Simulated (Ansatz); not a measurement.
# Equation of state of Al from a dense series

```
CELL_PARAMETERS angstrom
0.00000 2.02398 2.02398
2.02398 0.00000 2.02398
2.02398 2.02398 0.00000
ATOMIC_POSITIONS crystal
Al 0.00000 0.00000 0.00000
```

The cell is COD entry 4313206, as deposited and not checked against the literature; nothing was relaxed.

Level of theory: DFT, PBE, all-electron LAPW, scalar-relativistic in Ansatz 0.2.0.

Sampling and basis: a Γ-centred 14×14×14 k mesh, Fermi–Dirac smearing of 0.05 eV, basis error target 1 meV/atom, no spin polarisation.

The cell is scaled evenly. Fractional coordinates are held (clamped ions).

```tsv
V (Å³/atom)	P (GPa)
15.919	2.74
16.251	0.97
16.417	0.16
16.582	-0.61
16.748	-1.34
16.914	-2.02
17.246	-3.26
17.577	-4.35
```

Fit a third-order Birch–Murnaghan curve to the pressures.

P = (3B0/2)(y^(7/2) − y^(5/2))[1 + (3/4)(B0′ − 4)(y − 1)] with y = (V0/V)^(2/3) fits within 0.01 GPa for V0 = 16.449 Å³/atom, B0 = 77.3 GPa and B0′ = 4.96.

Predict the pressure at the withheld volume, 15.588 Å³/atom.

There y = 1.0365, so the fit gives 4.75 GPa; the run gave 4.71 GPa.
